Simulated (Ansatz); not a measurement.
**MnAs: phonons with PBEsol**

Crystal: MnAs.

```xyz
4
Lattice="3.7100 0.0000 0.0000 -1.8550 3.2130 0.0000 0.0000 0.0000 5.6910" Properties=species:S:1:pos:R:3 pbc="T T T"
As    1.8550    1.0710    4.2683
As    0.0000    2.1420    1.4227
Mn    0.0000    0.0000    2.8455
Mn    0.0000    0.0000    0.0000
```

```json
{"Program": "Ansatz 0.2.0", "Task": "phonons", "Functional": "PBEsol", "Potentials or basis": "Ansatz PAW", "Cutoff": "420 eV (not typed: the program's choice for these potentials)", "k mesh": "6 × 6 × 4", "Occupations": "fermi-dirac, width 0.05 eV", "Spin": "collinear spin, ferromagnetic start", "Starting moments": "[0.0, 0.0, 4.0, 4.0] μB"}
```

```json
{
  "Band gap on the k mesh": "none (metal or under the smearing width)",
  "Net moment": "6.21 μB per cell",
  "Absolute moment": "6.94 μB per cell",
  "Site moments": "As -0.12; Mn +3.11 μB",
  "Highest phonon frequency at Γ": "216 cm⁻¹"
}
```

Levels at points of the mesh, in eV from the Fermi level:
Spin up:
```tsv
k point	band 31	band 32	band 33	band 34	band 35	band 36
(0.00, 0.00, 0.00)	-0.43	0.54	0.54	1.47	2.86	2.86
(0.00, 0.00, -0.50)	-1.04	-1.04	2.03	2.03	2.03	2.03
(0.00, -0.50, 0.00)	-2.06	-1.85	-1.59	-0.54	1.07	3.15
(0.00, -0.50, -0.50)	-1.88	-1.88	0.47	0.47	1.30	1.30
(-0.50, 0.00, 0.00)	-2.06	-1.85	-1.59	-0.54	1.07	3.15
(-0.50, 0.00, -0.50)	-1.88	-1.88	0.47	0.47	1.30	1.30
```
Spin down:
```
             k point  band 24  band 25  band 26  band 27  band 28  band 29  band 30  band 31
  (0.00, 0.00, 0.00)    -1.14    -0.18    -0.18     0.00     0.00     0.53     0.53     1.24
 (0.00, 0.00, -0.50)    -1.98    -1.98    -1.98     0.36     0.36     0.36     0.36     0.74
 (0.00, -0.50, 0.00)    -3.15    -2.71    -2.04    -1.34     0.67     0.71     0.76     0.80
(0.00, -0.50, -0.50)    -2.40    -2.33    -2.33    -0.10    -0.10     0.93     0.93     1.05
 (-0.50, 0.00, 0.00)    -3.15    -2.71    -2.04    -1.34     0.67     0.71     0.76     0.80
(-0.50, 0.00, -0.50)    -2.40    -2.33    -2.33    -0.10    -0.10     0.93     0.93     1.05
```

Phonon frequencies in cm⁻¹ (negative: imaginary):
```
              q point                                frequencies
(0.000, 0.000, 0.000)  0 0 0 143 155 155 164 164 184 198 216 216
```

Wall time 57 s on 2 threads of Intel(R) Xeon(R) 6975P-C (Granite Rapids), with other jobs on the host, peak memory 1 GiB.

Caveat: only a ferromagnetic start was run, and an antiferromagnetic order may lie lower in energy.
